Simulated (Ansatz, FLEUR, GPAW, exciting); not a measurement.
## C: 5 runs at one level of theory

```
C
1.0
     0.00000    1.78337    1.78337
     1.78337    0.00000    1.78337
     1.78337    1.78337    0.00000
C
2
Direct
  0.75000 0.75000 0.75000
  0.50000 0.50000 0.50000
```

Alike in all runs: task band structure; functional BLYP; k mesh 13 × 13 × 13; occupations fermi-dirac, width 0.05 eV; no spin polarisation; no spin-orbit coupling. Pressure is positive in compression and, in plane waves, holds the error of the finite cutoff, which Ansatz's Pulay term estimates and takes out. Gaps are the smaller of the mesh's and the band path's.

```csv
program and potentials,plane-wave cutoff (eV),notes,band gap (eV),pressure (GPa)
"Ansatz, Ansatz PAW",420,"potentials made for PBE, which Ansatz adapts in part; Pulay term of +1.21 GPa included",4.44,10.98
"FLEUR, all-electron, FLAPW",-,-,4.45,-
"Ansatz, all-electron LAPW, scalar-relativistic",-,-,4.45,11.24
"GPAW, PAW data sets generated for this functional",800,-,4.44,10.60
"exciting, all-electron LAPW+lo, shipped species files, valence relativity iora*",-,-,?,-
```

Q: Estimate from the other rows what the run with exciting, all-electron LAPW+lo, shipped species files, valence relativity iora* gave.

A: Band gap 4.46 eV. The other rows, which needn't bracket it: band gap 4.44 to 4.45; pressure 10.60 to 11.24.
